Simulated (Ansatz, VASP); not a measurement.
This is a calculation of Cu3Au (Auricupride) for VASP 6.6.1.

INCAR

```
PREC = Accurate
ENCUT = 500
EDIFF = 1E-6
ISMEAR = -1
SIGMA = 0.05
LREAL = False
LASPH = True
NELM = 80
ALGO = Fast
ISIF = 2
LWAVE = False
LCHARG = False
LMAXMIX = 4
GGA = PE
```

Contents of KPOINTS:

```
regular mesh
0
Gamma
  7 7 7
```

POSCAR

```
Cu3Au
1.0
    3.7400000000      0.0000000000      0.0000000000
    0.0000000000      3.7400000000      0.0000000000
    0.0000000000      0.0000000000      3.7400000000
Au Cu
1 3
Direct
    0.0000000000      0.0000000000      0.0000000000
    0.5000000000      0.5000000000      0.0000000000
    0.5000000000      0.0000000000      0.5000000000
    0.0000000000      0.5000000000      0.5000000000
```

KPOINTS_OPT

```
path GXMGRX,MR
20
line-mode
reciprocal
 0.0000000000  0.0000000000  0.0000000000  G
 0.0000000000  0.5000000000  0.0000000000  X

 0.0000000000  0.5000000000  0.0000000000  X
 0.5000000000  0.5000000000  0.0000000000  M

 0.5000000000  0.5000000000  0.0000000000  M
 0.0000000000  0.0000000000  0.0000000000  G

 0.0000000000  0.0000000000  0.0000000000  G
 0.5000000000  0.5000000000  0.5000000000  R

 0.5000000000  0.5000000000  0.5000000000  R
 0.0000000000  0.5000000000  0.0000000000  X

 0.5000000000  0.5000000000  0.0000000000  M
 0.5000000000  0.5000000000  0.5000000000  R
```

Potentials or basis: VASP PAW PBE potentials, release 64 (Au, Cu).

Command:

```console
$ cat potpaw_PBE.64/Au/POTCAR potpaw_PBE.64/Cu/POTCAR > POTCAR
$ mpirun -np 1 vasp_std > vasp.out
```

Task: Set up the same calculation for Ansatz 0.2.0. Potentials there: Ansatz PAW.

Result: As run (the cutoff follows the program's own potentials):

The input input.yaml:

```yaml
crystal:
  lattice:
    - [3.74, 0.0, 0.0]
    - [0.0, 3.74, 0.0]
    - [0.0, 0.0, 3.74]
  atoms:
    - { symbol: Au, position: [0.0, 0.0, 0.0] }
    - { symbol: Cu, position: [0.5, 0.5, 0.0] }
    - { symbol: Cu, position: [0.5, 0.0, 0.5] }
    - { symbol: Cu, position: [0.0, 0.5, 0.5] }
hamiltonian:
  xc: pbe
  pseudopotentials: { kind: paw }
kpoints:
  mp_grid: { grid: [7, 7, 7] }
  band_path:
    path:
      - [[0.0, 0.0, 0.0], [0.0, 0.5, 0.0], [0.5, 0.5, 0.0], [0.0, 0.0, 0.0], [0.5, 0.5, 0.5], [0.0, 0.5, 0.0]]
      - [[0.5, 0.5, 0.0], [0.5, 0.5, 0.5]]
    npoints: 14
scf:
  occupations: { method: fermi_dirac, width: 0.05 }
  n_extra_bands: 10
output:
  forces: true
  stress: true
  eigenvalues: true
  fatbands: false
```

Potentials or basis: Ansatz PAW.

Run with:

```bash
$ ansatz run input.yaml --threads 2 --pin off --max-ram 5632MiB --backend cpu --events-out ev --progress --plain --runs-dir out
```

Both were run:

|  | VASP | Ansatz | Ansatz less VASP |
| --- | --- | --- | --- |
| gap on the k mesh at the Fermi level (eV) | none | none | - |
| pressure (GPa) | 5.2 | 4.9 | -0.28 |

A gap of «none» marks a metal or a gap that the smearing closes. With one functional, cell and mesh, what is left measures potentials, basis and numerics. The two sets of potentials don't hold the same shells in valence.

Caveats: spin-orbit coupling is left out, which moves the levels of the heavy elements.
